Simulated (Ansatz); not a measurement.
The system is Si2W.

```
CELL_PARAMETERS angstrom
-1.60690 1.60690 3.91495
1.60690 -1.60690 3.91495
1.60690 1.60690 -3.91495
ATOMIC_POSITIONS crystal
W 0.00000 0.00000 0.00000
Si 0.66530 0.66530 0.00000
Si 0.33470 0.33470 0.00000
```

- Program: Ansatz 0.2.0
- Task: relaxation of cell and atoms
- Functional: BLYP
- Dispersion: D3(BJ)
- Potentials or basis: Ansatz PAW
- Cutoff: 420 eV (not typed: the program's choice for these potentials)
- k mesh: 12 × 12 × 12
- Occupations: fermi-dirac, width 0.05 eV
- Spin: no spin polarisation

At the start: volume 13.48 Å³/atom.

Problem. How do energy, volume and symmetry change on relaxing?

Solution. It ends after 5 steps and the volume is 13.22 Å³/atom (-1.9 %); space group I4/mmm (No. 139, to 0.05 Å).

The path:
| step | energy change (eV) | largest force (eV/Å) | volume (Å³) |
| --- | --- | --- | --- |
| 1 | 0.0000 | 0.0198 | 40.44 |
| 2 | -0.0095 | 0.0491 | 39.46 |
| 3 | -0.0103 | 0.0097 | 39.68 |
| 4 | -0.0104 | 0.0023 | 39.67 |
| 5 | -0.0101 | 0.0023 | 39.67 |

Final structure:
```
W Si
1.0
    -1.59737    1.59737    3.88707
     1.59737   -1.59737    3.88707
     1.59737    1.59737   -3.88707
W Si
1 2
Direct
  0.00000 0.00000 0.00000
  0.66548 0.66548 0.00000
  0.33452 0.33452 0.00000
```

Caveat: the plane-wave basis is chosen anew once the cell has moved, so the energies of steps on either side of that aren't comparable; the PAW data sets come from PBE, with cores solved anew for the run's functional, which leaves a small shift of forces and pressure.
